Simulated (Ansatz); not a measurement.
A relaxation computed with Ansatz, from input to last step.

```yaml
crystal:
  lattice:
    - [5.0625303134, 0.0, -0.0061865585]
    - [0.0, 5.1293783094, 0.0]
    - [-0.8556591761, 0.0, 5.1716797686]
  atoms:
    - { symbol: Hf, position: [0.2761998701, 0.0418318844, 0.208210184] }
    - { symbol: Hf, position: [0.7238001299, 0.5418318844, 0.291789816] }
    - { symbol: Hf, position: [0.7238001299, 0.9581681156, 0.791789816] }
    - { symbol: Hf, position: [0.2761998701, 0.4581681156, 0.708210184] }
    - { symbol: O, position: [0.4479533928, 0.7576521439, 0.4784979932] }
    - { symbol: O, position: [0.5520466072, 0.2576521439, 0.0215020068] }
    - { symbol: O, position: [0.5520466072, 0.2423478561, 0.5215020068] }
    - { symbol: O, position: [0.4479533928, 0.7423478561, 0.9784979932] }
    - { symbol: O, position: [0.0700607267, 0.3337739746, 0.344020987] }
    - { symbol: O, position: [0.9299392733, 0.8337739746, 0.155979013] }
    - { symbol: O, position: [0.9299392733, 0.6662260254, 0.655979013] }
    - { symbol: O, position: [0.0700607267, 0.1662260254, 0.844020987] }
basis:
  ecutwfc: 500
kpoints:
  mp_grid: { grid: [6, 6, 6] }
hamiltonian:
  xc: r2scan
scf:
  occupations: { method: gaussian, width: 0.02 }
output:
  forces: true
  stress: true
  eigenvalues: true
relax:
  adjacent_minimum: "off"
  f_tol: 0.01
  max_steps: 30
  cell: { stress_tol: 0.1, fix: [volume] }
```

```bash
ansatz run input.yaml --threads 4 --pin off --max-ram 10240MiB --backend cpu --events-out ev --progress --plain --runs-dir out
```

These are results of Ansatz, DFT r2SCAN, scalar-relativistic, plane waves, PAW, not measurements.

The volume is held at 0.97 times that of the relaxed cell.

Of 7 frames 6 are shown, positions in Å and forces in eV/Å; the SCF threshold varies from step to step. Steps run on the plane waves of an earlier cell, with a Pulay correction in the pressure. The basis is chosen afresh for the last frame, the zero of the energies, and at times for earlier ones too; energy and pressure can step there, also at an unchanged geometry. Where two frames share a geometry here, they differ by under 2 meV/atom and 0.3 GPa.

```xyz
12
Lattice="5.0625 0.0000 -0.0062 0.0000 5.1294 0.0000 -0.8557 0.0000 5.1717" Properties=species:S:1:pos:R:3:forces:R:3 pbc="T T T" step=1 free_energy_over_end_meV_per_atom=2.71 pressure_GPa=8.26
Hf    1.2201    0.2146    1.0751    0.1864   -0.0614    0.1022
Hf    3.4146    2.7793    1.5046   -0.1864   -0.0614   -0.1022
Hf    2.9868    4.9148    4.0904   -0.1864    0.0614   -0.1022
Hf    0.7923    2.3501    3.6609    0.1864    0.0614    0.1022
O     1.8583    3.8863    2.4719   -0.1262   -0.0074    0.0411
O     2.7764    1.3216    0.1078    0.1262   -0.0074   -0.0411
O     2.3485    1.2431    2.6936    0.1262    0.0074   -0.0411
O     1.4305    3.8078    5.0577   -0.1262    0.0074    0.0411
O     0.0603    1.7121    1.7787   -0.0262    0.0046   -0.0933
O     4.5744    4.2767    0.8009    0.0262    0.0046    0.0933
O     4.1466    3.4173    3.3868    0.0262   -0.0046    0.0933
O    -0.3675    0.8526    4.3646   -0.0262   -0.0046   -0.0933
12
Lattice="5.0524 0.0000 0.0060 0.0000 5.1536 0.0000 -0.8415 0.0000 5.1557" Properties=species:S:1:pos:R:3:forces:R:3 pbc="T T T" step=2 free_energy_over_end_meV_per_atom=2.13 pressure_GPa=7.47
Hf    1.2266    0.2197    1.0780   -0.0727   -0.0520    0.0215
Hf    3.4050    2.7964    1.5059    0.0727   -0.0520   -0.0215
Hf    2.9843    4.9339    4.0837    0.0727    0.0520   -0.0215
Hf    0.8059    2.3571    3.6559   -0.0727    0.0520    0.0215
O     1.8459    3.9061    2.4728    0.0310    0.0005    0.0623
O     2.7858    1.3294    0.1111   -0.0310    0.0005   -0.0623
O     2.3650    1.2474    2.6889   -0.0310   -0.0005   -0.0623
O     1.4251    3.8242    5.0507    0.0310   -0.0005    0.0623
O     0.0657    1.7281    1.7656    0.0985    0.0016   -0.0612
O     4.5660    4.3049    0.8183   -0.0985    0.0016    0.0612
O     4.1452    3.4255    3.3962   -0.0985   -0.0016    0.0612
O    -0.3551    0.8487    4.3434    0.0985   -0.0016   -0.0612
12
Lattice="5.0509 0.0000 0.0027 0.0000 5.1488 0.0000 -0.8446 0.0000 5.1625" Properties=species:S:1:pos:R:3:forces:R:3 pbc="T T T" step=3 free_energy_over_end_meV_per_atom=1.74 pressure_GPa=7.44
Hf    1.2256    0.2176    1.0783   -0.0522   -0.0493    0.0140
Hf    3.4030    2.7920    1.5057    0.0522   -0.0493   -0.0140
Hf    2.9807    4.9312    4.0870    0.0522    0.0493   -0.0140
Hf    0.8033    2.3568    3.6595   -0.0522    0.0493    0.0140
O     1.8441    3.9024    2.4770    0.0021    0.0174    0.0379
O     2.7845    1.3279    0.1069   -0.0021    0.0174   -0.0379
O     2.3622    1.2465    2.6882   -0.0021   -0.0174   -0.0379
O     1.4218    3.8209    5.0583    0.0021   -0.0174    0.0379
O     0.0705    1.7305    1.7631    0.0372    0.0344   -0.0452
O     4.5581    4.3049    0.8209   -0.0372    0.0344    0.0452
O     4.1359    3.4184    3.4021   -0.0372   -0.0344    0.0452
O    -0.3518    0.8440    4.3444    0.0372   -0.0344   -0.0452
12
Lattice="5.0443 0.0000 0.0219 0.0000 5.1755 0.0000 -0.8239 0.0000 5.1395" Properties=species:S:1:pos:R:3:forces:R:3 pbc="T T T" step=4 free_energy_over_end_meV_per_atom=0.10 pressure_GPa=5.65
Hf    1.2250    0.2123    1.0763    0.0624   -0.0148    0.0586
Hf    3.4073    2.8000    1.5154   -0.0624   -0.0148   -0.0586
Hf    2.9954    4.9632    4.0851   -0.0624    0.0148   -0.0586
Hf    0.8131    2.3755    3.6461    0.0624    0.0148    0.0586
O     1.8448    3.9324    2.4872    0.0185   -0.0016    0.0327
O     2.7875    1.3446    0.1044   -0.0185   -0.0016   -0.0327
O     2.3756    1.2431    2.6742   -0.0185    0.0016   -0.0327
O     1.4329    3.8309    5.0570    0.0185    0.0016    0.0327
O     0.1282    1.8162    1.6941   -0.0028   -0.0027   -0.0112
O     4.5041    4.4040    0.8976    0.0028   -0.0027    0.0112
O     4.0922    3.3593    3.4673    0.0028    0.0027    0.0112
O    -0.2837    0.7715    4.2638   -0.0028    0.0027   -0.0112
12
Lattice="5.0505 0.0000 0.0181 0.0000 5.1791 0.0000 -0.8289 0.0000 5.1302" Properties=species:S:1:pos:R:3:forces:R:3 pbc="T T T" step=5 free_energy_over_end_meV_per_atom=0.01 pressure_GPa=5.41
Hf    1.2269    0.2109    1.0755   -0.0253    0.0091   -0.0091
Hf    3.4092    2.8004    1.5077    0.0253    0.0091    0.0091
Hf    2.9947    4.9682    4.0728    0.0253   -0.0091    0.0091
Hf    0.8125    2.3787    3.6406   -0.0253   -0.0091   -0.0091
O     1.8480    3.9350    2.4890   -0.0063   -0.0004   -0.0163
O     2.7881    1.3455    0.0942    0.0063   -0.0004    0.0163
O     2.3737    1.2441    2.6593    0.0063    0.0004    0.0163
O     1.4335    3.8336    5.0541   -0.0063    0.0004   -0.0163
O     0.1281    1.8223    1.6839    0.0055   -0.0018    0.0004
O     4.5080    4.4119    0.8993   -0.0055   -0.0018   -0.0004
O     4.0936    3.3568    3.4644   -0.0055    0.0018   -0.0004
O    -0.2864    0.7672    4.2490    0.0055    0.0018    0.0004
12
Lattice="5.0483 0.0000 0.0205 0.0000 5.1798 0.0000 -0.8261 0.0000 5.1314" Properties=species:S:1:pos:R:3:forces:R:3 pbc="T T T" step=7 free_energy_over_end_meV_per_atom=0.00 pressure_GPa=5.41
Hf    1.2263    0.2113    1.0767    0.0002    0.0011   -0.0001
Hf    3.4089    2.8012    1.5095   -0.0002    0.0011    0.0001
Hf    2.9959    4.9685    4.0752   -0.0002   -0.0011    0.0001
Hf    0.8133    2.3786    3.6423    0.0002   -0.0011   -0.0001
O     1.8477    3.9356    2.4883   -0.0002   -0.0002   -0.0008
O     2.7875    1.3457    0.0979    0.0002   -0.0002    0.0008
O     2.3745    1.2442    2.6636    0.0002    0.0002    0.0008
O     1.4347    3.8341    5.0539   -0.0002    0.0002   -0.0008
O     0.1297    1.8228    1.6851    0.0008   -0.0004   -0.0003
O     4.5056    4.4127    0.9011   -0.0008   -0.0004    0.0003
O     4.0925    3.3571    3.4668   -0.0008    0.0004    0.0003
O    -0.2834    0.7671    4.2507    0.0008    0.0004   -0.0003
```

Time: 6.4 min on 4 threads of Intel(R) Xeon(R) Processor @ 2.50GHz (Skylake/Cascade Lake) (shared host), peak memory 1.5 GiB.

Spin–orbit coupling is left out, which can shift energies with elements as heavy as these.